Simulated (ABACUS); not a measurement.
Runs of ABACUS 3.10.1 on MgB2. It takes space group P6/mmm (No. 191, hexagonal). Conventional cell: a = 3.085 Å, b = 3.085 Å, c = 3.523 Å, α = 90.00°, β = 90.00°, γ = 120.00°. Mg (site symmetry 6/mmm) is surrounded by 12 B at 2.51 Å. Around B (site symmetry -6m2) lie 3 B at 1.78 Å. 

| task | potentials or basis | cutoff (eV) | SCF threshold on the density | eigensolver | gap on the mesh (eV) | pressure (GPa) | V0 of scaled cells (Å³/atom) | B0 (GPa) |
| --- | --- | --- | --- | --- | --- | --- | --- | --- |
| equation of state | PseudoDojo NC SR 0.4.1 PBE standard, plane waves | 1143 | 1e-08 | dav | - | - | (a) | 152 |
| single point | PseudoDojo NC SR 0.4.1 PBE standard, DZP LCAO (the cutoffs set its grid) | 1361 | 1e-07 | genelpa | none | -0.1 | - | - |
| equation of state | PseudoDojo NC SR 0.4.1 PBE standard, DZP LCAO (the cutoffs set its grid) | 1361 | 1e-07 | genelpa | - | - | 9.67 | (b) |
| single point | PseudoDojo NC SR 0.4.1 PBE standard, plane waves | 1143 | 1e-08 | dav | none | -0.9 | - | - |

Alike in all rows: level PBE; no spin polarisation; cell as given; k mesh 10 × 10 × 8; smearing fermi-dirac 0.05 eV.

Estimate the missing entries.

(a) 9.62; (b) 147.

Caveats: the cell was scaled at fixed shape and fractional positions, which overstates the stiffness of a crystal with free parameters, most of all of layers and chains (some runs); the atomic orbitals were generated for these runs and aren't a published set (some runs); the basis of atomic orbitals isn't converged, which shifts pressures, moduli and gaps (some runs).

A k mesh can miss the band edges.

A gap of «none» marks a metal or a gap under the smearing width.

Not every run made on this cell is shown here.
